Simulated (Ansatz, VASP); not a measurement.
**NaH: VASP beside Ansatz**

The input INCAR:

```
PREC = Accurate
ENCUT = 520
EDIFF = 1E-7
ISMEAR = 0
SIGMA = 0.01
LREAL = F
LASPH = T
NELM = 100
ALGO = Normal
ISIF = 2
LWAVE = F
LCHARG = T
GGA = PE
LELF = T
LVHAR = T
NBANDS = 11
```

Contents of KPOINTS:

```
Automatic mesh
0
Gamma
  8 8 8
```

File POSCAR:

```
NaH
1.0
    0.0000000000      2.6608373441      2.6608373441
    2.6608373441      0.0000000000      2.6608373441
    2.6608373441      2.6608373441      0.0000000000
Na H
1 1
Direct
    0.0000000000      0.0000000000      0.0000000000
    0.2500000000      0.2500000000      0.2500000000
```

Input for Ansatz:

```yaml
crystal:
  lattice:
    - [0.0, 2.6608373441, 2.6608373441]
    - [2.6608373441, 0.0, 2.6608373441]
    - [2.6608373441, 2.6608373441, 0.0]
  atoms:
    - { symbol: Na, position: [0.0, 0.0, 0.0] }
    - { symbol: H, position: [0.25, 0.25, 0.25] }
kpoints:
  mp_grid: { grid: [8, 8, 8] }
hamiltonian:
  xc: pbe
scf:
  occupations: { method: fixed }
  n_extra_bands: 4
output:
  forces: true
  stress: true
  eigenvalues: true
```

Alike in both runs: task single point; functional PBE; k mesh 8 × 8 × 8; no spin polarisation.

|  | VASP | Ansatz |
| --- | --- | --- |
| version | VASP 6.6.1 | Ansatz 0.2.0 |
| potentials or method | VASP PAW PBE potentials, release 64 (Na_pv, H) | plane waves, PAW |
| plane-wave cutoff (eV) | 520 | 420 |
| occupations | gaussian, width 0.01 eV | fixed |
| valence electrons in the cell | 8 | 10 |

Ansatz gave:

* gap on the k mesh at the Fermi level (eV): 3.56
* pressure (GPa): -0.9

Task: What did VASP give for the same quantities?

Result: gap on the k mesh at the Fermi level (eV): 3.55; pressure (GPa): -0.9.

The two sets of potentials don't hold the same shells in valence.

A k mesh can miss the band edges.
